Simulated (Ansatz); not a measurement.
# Ir (P6_3/mmc) in Ansatz: a series of runs

Runs on Ir. Level: PBEsol. Tasks: relaxation of cell and atoms.

Everything below comes from runs of Ansatz 0.2.0. Logs are shortened: lines on timing, memory, paths and dates and some standing lists are left out, and cuts for length are marked.

## Step 1: The structure

Symmetry: P6_3/mmc, No. 194, hexagonal system. Conventional cell: a = 2.751 Å, b = 2.751 Å, c = 4.462 Å, α = 90.00°, β = 90.00°, γ = 120.00°. Ir (site symmetry -6m2) is surrounded by 12 Ir at 2.74 to 2.75 Å.

This isn't the form of Ir at room conditions, which is fcc.

## Step 2: Relaxation of cell and atoms, PBEsol

Input file input.yaml:

```yaml
crystal:
  lattice:
    - [2.7513778946, 0.0, 0.0]
    - [-1.3756889473, 2.3827631521, 0.0]
    - [0.0, 0.0, 4.46229]
  atoms:
    - { symbol: Ir, position: [0.3333333333, 0.6666666667, 0.25] }
    - { symbol: Ir, position: [0.6666666667, 0.3333333333, 0.75] }
kpoints:
  mp_grid: { grid: [11, 11, 6] }
scf:
  occupations: { method: fermi_dirac, width: 0.05 }
hamiltonian:
  xc: pbesol
  pseudopotentials: { kind: all_electron, lapw: { basis_error: 0.001 } }
output:
  forces: true
  stress: true
relax:
  f_tol: 0.005
  max_steps: 60
  cell: {}
```

Potentials or basis: all-electron LAPW, scalar-relativistic.

Started as:

```
$ ansatz run input.yaml --threads 1 --pin off --max-ram 3072MiB --backend cpu --events-out ev --progress --plain --runs-dir out
```

Standard output:

```text
Warning: RAYON_NUM_THREADS=1 ignored (pool sized by the plan → 1); use --threads N
The last accepted step is kept in <dir> (removed where the run ends without a failure and the disk answers)
LAPW: plane waves up to 8.847 Å⁻¹, error target 1.0e-3 eV per atom; small_component_spin mean_spin; Ir in spheres of 1.328 Å, 41 of its electrons in bands, Dirac shells [] (how accurate: hamiltonian.pseudopotentials.lapw.basis_error, Limitations)
Engine: ansatz 0.2.0, aarch64-unknown-linux-gnu
Pseudopotentials: kind: all_electron
Pseudopotential: Ir, LAPW, valence charge 41, lapw/all_electron/scalar/gaussian/Ir, Koelling and Harmon's equation, gaussian nucleus
Functional definition: PBEsol
  exchange = pbesol_x
  correlation = pbesol_c
Crystal: 2 atoms, lattice volume = 29.254 Å³
Basis set: ecut = 298.2366793307347 eV, 325 PW (Γ), exchange–correlation at level 2
Bands: 50, of which v1, the nominal top of the filled ones, is band 41 counted from 1 (40 counted from 0)
Symmetry: 24 space group operations
Space group: P63/mmc (ITA 194), of the structure as read, at distance tolerance 3.1e-5 Å
k-points: 64 of 726
Non-local potential: Ir, projectors of the file, none
Initial density: superposition of atomic densities (chi_scale 0.1, normalization cell)
Initial wavefunctions: plane waves of lowest kinetic energy (no species holds an atomic orbital)
Functional: x = pbesol(κ = 0.804, μ = 0.12345679012345678), c = pbesol(β = 0.046)
iter 1 solved again at ethr=8.68e-5 eV; its pass at ethr=1.00e-1 eV (dr2=7.11e-2 eV) is discarded
SCF iter   1: F=—  HF=-969779.406952 eV  |F-HF|=—  |Δ(HF+E_count)|=         —  Δρ=2.31e-2  dr2=7.14e-2  ethr=8.68e-5  ⟨swp⟩=3.0  Hψ=20254  notcnv=0
preconditioner: auto → Kerker (q_TF=auto, 3.240 Å⁻¹)  [metal: Δε(μ)=0.002 eV  Ē_g=13.721 eV  σ=0.050 eV  W_gap=0.01  n_scr=22 (ndim 8)  ℏωp=29.1 eV  f_vac=0.000  D(μ)=3.00/eV (n_scr^D=36)]
SCF iter   2: F=—  HF=-969779.245322 eV  |F-HF|=—  |Δ(HF+E_count)|=   1.62e-1  Δρ=9.11e-3  dr2=1.43e-2  ethr=8.68e-5  ⟨swp⟩=2.0  Hψ=9741  notcnv=0
SCF iter   3: F=—  HF=-969779.239241 eV  |F-HF|=—  |Δ(HF+E_count)|=   6.08e-3  Δρ=6.78e-3  dr2=8.74e-3  ethr=1.74e-5  ⟨swp⟩=2.0  Hψ=9215  notcnv=0
SCF iter   4: F=—  HF=-969779.238791 eV  |F-HF|=—  |Δ(HF+E_count)|=   4.49e-4  Δρ=3.52e-3  dr2=2.89e-3  ethr=1.07e-5  ⟨swp⟩=2.0  Hψ=9215  notcnv=0
SCF iter   5: F=—  HF=-969779.238838 eV  |F-HF|=—  |Δ(HF+E_count)|=   4.68e-5  Δρ=1.02e-3  dr2=2.92e-4  ethr=3.53e-6  ⟨swp⟩=2.0  Hψ=9215  notcnv=0
iter 6 solved again at ethr=1.23e-8 eV; its pass at ethr=3.56e-7 eV (dr2=1.01e-5 eV) is discarded
SCF iter   6: F=—  HF=-969779.238855 eV  |F-HF|=—  |Δ(HF+E_count)|=   1.67e-5  Δρ=2.16e-4  dr2=1.01e-5  ethr=1.23e-8  ⟨swp⟩=2.0  Hψ=15730  notcnv=0
SCF iter   7: F=—  HF=-969779.238854 eV  |F-HF|=—  |Δ(HF+E_count)|=   7.63e-7  Δρ=5.05e-5  dr2=7.55e-7  ethr=1.23e-8  ⟨swp⟩=2.0  Hψ=9215  notcnv=0
SCF iter   8: F=-969779.238854 eV  HF=-969779.238854 eV  |F-HF|=6.38e-8  |Δ(HF+E_count)|=   1.53e-7  Δρ=1.75e-5  dr2=9.78e-8  ethr=9.20e-10  ⟨swp⟩=2.0  Hψ=9215  notcnv=0
SCF 1 converged in 8 iterations: F = -969779.238854 eV  dr2 = 9.78e-8
relax step   1: F+E_penalty+E_count = -969779.23885383 eV  Δ(F+E_penalty+E_count) = +0.000e0 eV  max|allowed force component| = 5.089e-17 eV/Å  Δτ_max = 0.0000 Å  P = -12.380 GPa  Ω = 29.254 Å³  (8 SCF iters, accepted)
Crystal: 2 atoms, lattice volume = 26.136 Å³
Basis set: ecut = 321.50906377801095 eV, 325 PW (Γ), exchange–correlation at level 2
Initial density: handed on by an earlier stage of this run
Initial wavefunctions: those handed on with the density
iter 1 solved again at ethr=4.43e-7 eV; its pass at ethr=1.00e-1 eV (dr2=3.63e-4 eV) is discarded
SCF iter   1: F=—  HF=-969779.062386 eV  |F-HF|=—  |Δ(HF+E_count)|=         —  Δρ=1.39e-3  dr2=3.94e-4  ethr=4.43e-7  ⟨swp⟩=5.0  Hψ=18787  notcnv=0
preconditioner: auto → Kerker (q_TF=auto, 3.301 Å⁻¹)  [metal: Δε(μ)=0.028 eV  Ē_g=15.186 eV  σ=0.050 eV  W_gap=0.14  n_scr=22 (ndim 8)  ℏωp=30.8 eV  f_vac=0.000  D(μ)=2.75/eV (n_scr^D=34)]
SCF iter   2: F=—  HF=-969779.061925 eV  |F-HF|=—  |Δ(HF+E_count)|=   4.61e-4  Δρ=7.91e-4  dr2=1.34e-4  ethr=4.43e-7  ⟨swp⟩=2.0  Hψ=9196  notcnv=0
SCF iter   3: F=—  HF=-969779.061896 eV  |F-HF|=—  |Δ(HF+E_count)|=   2.83e-5  Δρ=5.47e-4  dr2=6.80e-5  ethr=1.63e-7  ⟨swp⟩=2.0  Hψ=9196  notcnv=0
SCF iter   4: F=—  HF=-969779.061884 eV  |F-HF|=—  |Δ(HF+E_count)|=   1.24e-5  Δρ=2.55e-4  dr2=1.64e-5  ethr=8.29e-8  ⟨swp⟩=2.0  Hψ=9196  notcnv=0
iter 5 solved again at ethr=6.72e-10 eV; its pass at ethr=2.00e-8 eV (dr2=5.51e-7 eV) is discarded
SCF iter   5: F=—  HF=-969779.061880 eV  |F-HF|=—  |Δ(HF+E_count)|=   4.22e-6  Δρ=5.06e-5  dr2=5.51e-7  ethr=6.72e-10  ⟨swp⟩=2.0  Hψ=15704  notcnv=0
SCF iter   6: F=-969779.061880 eV  HF=-969779.061880 eV  |F-HF|=1.98e-9  |Δ(HF+E_count)|=   3.76e-8  Δρ=1.73e-5  dr2=5.05e-8  ethr=6.72e-10  ⟨swp⟩=2.0  Hψ=9196  notcnv=0
SCF 2 converged in 6 iterations: F = -969779.061880 eV  dr2 = 5.05e-8
relax step   2: F+E_penalty+E_count = -969779.06187961 eV  Δ(F+E_penalty+E_count) = +1.770e-1 eV  max|allowed force component| = 2.220e-16 eV/Å  Δτ_max = 0.0000 Å  P = +35.864 GPa  Ω = 26.136 Å³  (6 SCF iters, rejected (line search))
Crystal: 2 atoms, lattice volume = 28.385 Å³
Basis set: ecut = 304.29132146556196 eV, 325 PW (Γ), exchange–correlation at level 2
iter 1 solved again at ethr=2.62e-7 eV; its pass at ethr=1.00e-1 eV (dr2=2.15e-4 eV) is discarded
SCF iter   1: F=—  HF=-969779.279029 eV  |F-HF|=—  |Δ(HF+E_count)|=         —  Δρ=9.95e-4  dr2=2.31e-4  ethr=2.62e-7  ⟨swp⟩=5.0  Hψ=18715  notcnv=0
preconditioner: auto → Kerker (q_TF=auto, 3.256 Å⁻¹)  [metal: Δε(μ)=0.019 eV  Ē_g=14.154 eV  σ=0.050 eV  W_gap=0.09  n_scr=22 (ndim 8)  ℏωp=29.6 eV  f_vac=0.000  D(μ)=3.07/eV (n_scr^D=36)]
SCF iter   2: F=—  HF=-969779.278713 eV  |F-HF|=—  |Δ(HF+E_count)|=   3.16e-4  Δρ=5.41e-4  dr2=7.20e-5  ethr=2.62e-7  ⟨swp⟩=2.0  Hψ=9205  notcnv=0
SCF iter   3: F=—  HF=-969779.278698 eV  |F-HF|=—  |Δ(HF+E_count)|=   1.49e-5  Δρ=3.97e-4  dr2=4.12e-5  ethr=8.78e-8  ⟨swp⟩=2.0  Hψ=9205  notcnv=0
SCF iter   4: F=—  HF=-969779.278692 eV  |F-HF|=—  |Δ(HF+E_count)|=   6.47e-6  Δρ=1.94e-4  dr2=1.08e-5  ethr=5.03e-8  ⟨swp⟩=2.0  Hψ=9205  notcnv=0
iter 5 solved again at ethr=4.16e-10 eV; its pass at ethr=1.31e-8 eV (dr2=3.41e-7 eV) is discarded
SCF iter   5: F=—  HF=-969779.278689 eV  |F-HF|=—  |Δ(HF+E_count)|=   2.30e-6  Δρ=3.68e-5  dr2=3.40e-7  ethr=4.16e-10  ⟨swp⟩=2.0  Hψ=15720  notcnv=0
SCF iter   6: F=-969779.278689 eV  HF=-969779.278689 eV  |F-HF|=1.98e-9  |Δ(HF+E_count)|=   3.39e-8  Δρ=1.33e-5  dr2=3.36e-8  ethr=4.15e-10  ⟨swp⟩=2.0  Hψ=9205  notcnv=0
SCF 3 converged in 6 iterations: F = -969779.278689 eV  dr2 = 3.36e-8
relax step   3: F+E_penalty+E_count = -969779.27868921 eV  Δ(F+E_penalty+E_count) = -3.984e-2 eV  max|allowed force component| = 7.401e-17 eV/Å  Δτ_max = 0.0000 Å  P = -1.982 GPa  Ω = 28.385 Å³  (6 SCF iters, accepted)
Crystal: 2 atoms, lattice volume = 28.226 Å³
Basis set: ecut = 305.4384894382349 eV, 325 PW (Γ), exchange–correlation at level 2
iter 1 solved again at ethr=2.44e-9 eV; its pass at ethr=1.00e-1 eV (dr2=2.00e-6 eV) is discarded
SCF iter   1: F=—  HF=-969779.279611 eV  |F-HF|=—  |Δ(HF+E_count)|=         —  Δρ=6.72e-5  dr2=9.94e-7  ethr=2.44e-9  ⟨swp⟩=5.0  Hψ=18315  notcnv=0
preconditioner: auto → Kerker (q_TF=auto, 3.259 Å⁻¹)  [metal: Δε(μ)=0.021 eV  Ē_g=14.225 eV  σ=0.050 eV  W_gap=0.10  n_scr=22 (ndim 8)  ℏωp=29.7 eV  f_vac=0.000  D(μ)=3.05/eV (n_scr^D=36)]
SCF iter   2: F=—  HF=-969779.279610 eV  |F-HF|=—  |Δ(HF+E_count)|=   7.44e-7  Δρ=4.22e-5  dr2=3.90e-7  ethr=1.21e-9  ⟨swp⟩=2.0  Hψ=9205  notcnv=0
SCF iter   3: F=—  HF=-969779.279610 eV  |F-HF|=—  |Δ(HF+E_count)|=   7.32e-8  Δρ=2.78e-5  dr2=1.87e-7  ethr=4.76e-10  ⟨swp⟩=2.0  Hψ=9205  notcnv=0
SCF iter   4: F=-969779.279610 eV  HF=-969779.279610 eV  |F-HF|=1.80e-8  |Δ(HF+E_count)|=   1.79e-8  Δρ=1.06e-5  dr2=3.21e-8  ethr=2.28e-10  ⟨swp⟩=2.0  Hψ=9205  notcnv=0
SCF 4 converged in 4 iterations: F = -969779.279610 eV  dr2 = 3.21e-8
relax step   4: F+E_penalty+E_count = -969779.27961010 eV  Δ(F+E_penalty+E_count) = -9.209e-4 eV  max|allowed force component| = 7.401e-17 eV/Å  Δτ_max = 0.0000 Å  P = +0.151 GPa  Ω = 28.226 Å³  (4 SCF iters, accepted)
Crystal: 2 atoms, lattice volume = 28.237 Å³
Basis set: ecut = 305.3587467598942 eV, 325 PW (Γ), exchange–correlation at level 2
iter 1 solved again at ethr=8.87e-11 eV; its pass at ethr=1.00e-1 eV (dr2=7.27e-8 eV) is discarded
SCF iter   1: F=—  HF=-969779.279616 eV  |F-HF|=—  |Δ(HF+E_count)|=         —  Δρ=1.00e-5  dr2=3.02e-8  ethr=8.87e-11  ⟨swp⟩=5.1  Hψ=17712  notcnv=0
preconditioner: auto → Kerker (q_TF=auto, 3.259 Å⁻¹)  [metal: Δε(μ)=0.021 eV  Ē_g=14.220 eV  σ=0.050 eV  W_gap=0.10  n_scr=22 (ndim 8)  ℏωp=29.6 eV  f_vac=0.000  D(μ)=3.05/eV (n_scr^D=36)]
SCF iter   2: F=-969779.279616 eV  HF=-969779.279616 eV  |F-HF|=1.00e-8  |Δ(HF+E_count)|=   5.52e-8  Δρ=7.83e-6  dr2=1.90e-8  ethr=3.68e-11  ⟨swp⟩=2.0  Hψ=9205  notcnv=0
SCF 5 converged in 2 iterations: F = -969779.279616 eV  dr2 = 1.90e-8
relax step   5: F+E_penalty+E_count = -969779.27961550 eV  Δ(F+E_penalty+E_count) = -5.403e-6 eV  max|allowed force component| = 6.939e-17 eV/Å  Δτ_max = 0.0000 Å  P = +0.002 GPa  Ω = 28.237 Å³  (2 SCF iters, accepted)
iter 1 solved again at ethr=4.54e-11 eV; its pass at ethr=1.00e-1 eV (dr2=3.72e-8 eV) is discarded
SCF iter   1: F=—  HF=-969779.279615 eV  |F-HF|=—  |Δ(HF+E_count)|=         —  Δρ=7.82e-6  dr2=1.88e-8  ethr=4.54e-11  ⟨swp⟩=6.9  Hψ=23266  notcnv=0  reapply=41
SCF iter   2: F=-969779.279615 eV  HF=-969779.279615 eV  |F-HF|=3.96e-9  |Δ(HF+E_count)|=   3.62e-8  Δρ=5.58e-6  dr2=9.83e-9  ethr=2.30e-11  ⟨swp⟩=2.0  Hψ=9205  notcnv=0
SCF 6 converged in 2 iterations: F = -969779.279615 eV  dr2 = 9.83e-9
relax step   6: F+E_penalty+E_count = -969779.27961481 eV  Δ(F+E_penalty+E_count) = +6.970e-7 eV  max|allowed force component| = 7.864e-17 eV/Å  Δτ_max = 0.0000 Å  P = +0.002 GPa  Ω = 28.237 Å³  stress off target by 2.56e-3 GPa  SCF on the basis re-selected at this cell (its energy is not comparable with the rows above)  (2 SCF iters)
basis re-selected at this cell: Δ(F+E_penalty+E_count) = +6.970e-7 eV, ΔP = +0.000 GPa vs the last step (what re-selecting the basis moved, after the strain that the cell walked since its last selection, with what the two solves' SCF thresholds leave and, on support functions, any second-order correction that the steps lacked; it is no measure of the basis error at this ecutwfc). This SCF's stress stands 2.56e-3 GPa from its target on what of the cell is left free (relax.cell.stress_tol is 5.00e-2 GPa) and its largest allowed force component is 7.86e-17 eV/Å (relax.f_tol is 5.00e-3 eV/Å): within both
SCF converged after 2 iterations
Free energy (F): -969779.279615 eV
Harris-Foulkes:  -969779.279615 eV  (|F-HF|=3.96e-9)
Internal energy: -969779.255646 eV  (E = F + TS)
E sigma→0 (E₀):  -969779.267630 eV
Entropy (-TS):   -0.023969 eV (-11.984 meV/atom)
Fermi energy:    32.015700 eV
--- Per-component energies (eV) ---
  E_band       = -5734.604420
  E_kinetic    = 1097242.875751
  E_xc         = -18675.755045
  E_electrostatic = -2048346.376352  (all electrons and nuclei)
  E_smearing   = -0.023969  (= −TS)
  E_closure    = 0.000000  (closes the sum)
  E_atoms      = -969759.074522  (free atoms, spherical and without spin; not in F)
  Σ components = -969779.279615   (vs F -969779.279615, Δ=0.00e0)
  Basis errors (estimates in eV, not in F): energy 2.4e-4 per atom: plane waves 2.3e-4 (1.2e-4 summed), levels above the bands 6.5e-133, relativity 6.3e-8, radial functions 9.3e-6, core shells 1.1e-6; eigenvalues (radial functions only) 1.4e-6; not estimated: angular momenta, meshes, grids; target (lapw.basis_error) 1.0e-3; muffin-tin radii Ir 1.313 Å
--- Forces (eV/Å), atoms counted from 1 ---
  atom   1  Ir    -0.00000000     0.00000000     0.00000000
  atom   2  Ir    -0.00000000    -0.00000000     0.00000000
  max |Σ_I F_I| component: 2.78e-17 eV/Å
--- Stress (GPa, compression-positive) ---
        0.002558      -0.000000       0.000000
       -0.000000       0.002558       0.000000
        0.000000       0.000000       0.000164
  P = ⅓ Tr σ = 0.0018 GPa (0.018 kbar)
--- Relaxed structure (5 steps of the walk, 4 accepted, 1 SCFs on fresh bases) ---
  F+E_penalty+E_count = -969779.27961481 eV   max|allowed force component| = 7.864e-17 eV/Å   (the final SCF, on the basis selected at the relaxed cell)
  cell:  # Å, volume = 28.2368 Å³
    - [2.719707714860114, 0.0, 0.0]
    - [-1.359853857430057, 2.355335971937383, 0.0]
    - [0.0, 0.0, 4.40798236243247]
  atoms:
    - { symbol: Ir, position: [0.3333333333333333, 0.6666666666666666, 0.25] }
    - { symbol: Ir, position: [0.6666666666666666, 0.3333333333333333, 0.7500000000000002] }
```

Wall time 2 min (1 thread of Arm Neoverse V1, shared host); peak memory 0.44 GiB.

What came out:

- Free energy: -969779.2796 eV
- Relaxed volume: 14.12 Å³/atom
- Relaxed cell: a = 2.720 Å, b = 2.720 Å, c = 4.408 Å, α = 90.00°, β = 90.00°, γ = 120.00°
- Space group after relaxing (to 0.05 Å): P6_3/mmc (No. 194)
- Energy gained by relaxing: 20.4 meV/atom
- Ionic steps: 5
- Pressure after relaxing: 0.0 GPa

The path:
```
step  energy change (eV)  largest force (eV/Å)  volume (Å³)
   1              0.0000                0.0000        29.25
   2             -0.0398                0.0000        28.39
   3             -0.0408                0.0000        28.23
   4             -0.0408                0.0000        28.24
   5             -0.0408                0.0000        28.24
```

Final structure:
```
Ir
1.0
     2.71971    0.00000    0.00000
    -1.35985    2.35534    0.00000
     0.00000    0.00000    4.40798
Ir
2
Direct
  0.33333 0.66667 0.25000
  0.66667 0.33333 0.75000
```

The run has no spin-orbit coupling, so splittings on Ir are missing.

[end of part 1 of 3]
